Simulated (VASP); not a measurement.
Wanted: the native input for a VASP 6.6.1 run.

| Property | Result |
| --- | --- |
| Task | single point |
| Functional | LDA |
| Potentials or basis | VASP PAW LDA potentials, release 64 (Pt) |
| Cutoff | 900 eV |
| k mesh | 18 × 18 × 18 |
| Occupations | methfessel-paxton, width 0.1 eV |
| Spin | no spin polarisation |
| Further INCAR settings | ADDGRID = False; ALGO = Normal; EDIFF = 1e-08 |

The structure of Pt lies in POSCAR:

```
Pt
1.0
   -1.5842200000      1.5842200000      1.5842200000
    1.5842200000     -1.5842200000      1.5842200000
    1.5842200000      1.5842200000     -1.5842200000
Pt
1
Direct
    0.0000000000      0.0000000000      0.0000000000
```

This isn't the form of Pt at room conditions, which is fcc.

These files were run (other wordings do the same):

INCAR

```
PREC = Accurate
ENCUT = 900
EDIFF = 1E-8
ISMEAR = 1
SIGMA = 0.1
LREAL = False
LASPH = True
NELM = 100
ALGO = Normal
ISIF = 2
LWAVE = False
LCHARG = False
GGA = CA
ADDGRID = False
```

KPOINTS

```
Automatic mesh
0
Gamma
  18 18 18
```

Potentials or basis: VASP PAW LDA potentials, release 64 (Pt).

Launch:

```console
$ cat potpaw_LDA.64/Pt/POTCAR > POTCAR
$ mpirun -np 1 vasp_std > vasp.out
```

Results of the run:

The pressure is -15.5 GPa and the band gap on the k mesh is none (metal or under the smearing width).

Caveat: so large a pressure means that the cell lies far from this level's equilibrium, or that cutoff or potentials fall short.

Run time: 27 s on 1 thread of Intel(R) Xeon(R) Platinum 8488C (Sapphire Rapids), with other jobs on the host, peak memory 0.19 GiB.
